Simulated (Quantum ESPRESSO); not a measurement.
The system is K.

```xyz
1
Lattice="-2.6976 2.6976 2.6976 2.6976 -2.6976 2.6976 2.6976 2.6976 -2.6976" Properties=species:S:1:pos:R:3 pbc="T T T"
K     0.0000    0.0000    0.0000
```

```yaml
Program: Quantum ESPRESSO 7.5
Task: single point
Functional: PBEsol
Potentials_or_basis: GBRV 1.5 PBEsol
Cutoff: 612 eV
Density_cutoff: 4898 eV
k_mesh: 7 × 7 × 7
Occupations: fermi-dirac, width 0.05 eV
Spin: no spin polarisation
```

On this cell: pressure -0.5 GPa; band gap on the k mesh none (metal or under the smearing width).

The same run follows on a disturbed copy (cell strained at random at fixed volume):

```
K
1.0
    -2.62910    2.66761    2.60007
     2.71869   -2.74448    2.76653
     2.66008    2.77546   -2.67695
K
1
Direct
  0.99632 0.99168 0.00721
```

Problem. What does the disturbed cell give?

Solution. The energy (extrapolated to zero smearing) moves by +1.3 meV/atom; pressure -0.4 GPa; band gap on the k mesh none (metal or under the smearing width).

Stress tensor (GPa, compression positive):
```
-0.45 -0.04 -0.09
-0.04 -0.44  0.08
-0.09  0.08 -0.46
```
